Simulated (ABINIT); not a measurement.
Crystal: InSe.

```
CELL_PARAMETERS angstrom
2.00000 1.15470 8.44000
-2.00000 1.15470 8.44000
0.00000 -2.30940 8.44000
ATOMIC_POSITIONS crystal
In 0.88860 0.88860 0.88860
In 0.00000 0.00000 0.00000
Se 0.17190 0.17190 0.17190
Se 0.38350 0.38350 0.38350
```

Base run:

```yaml
Program: ABINIT 10.8.3 (patched build)
Functional: LDA
Potentials_or_basis: JTH PAW LDA v2.0
Cutoff: 463 eV
k_mesh: 6 × 6 × 6
Occupations: fermi-dirac, width 0.05 eV
Spin: no spin polarisation
```

Its results: band gap on the k mesh 0.20 eV, direct; largest force 0.240 eV/Å.

Task: The run is repeated on the same cell with these changes: k mesh from 6 × 6 × 6 to 3 × 3 × 3. What comes out?

Result: Band gap on the k mesh 1.40 eV, direct; largest force 0.199 eV/Å.

Caveats: some runs use coarse meshes; spin-orbit coupling is left out, which moves the levels of the heavy elements; an odd mesh through Γ misses points on the zone boundary, where band edges often lie (some runs).
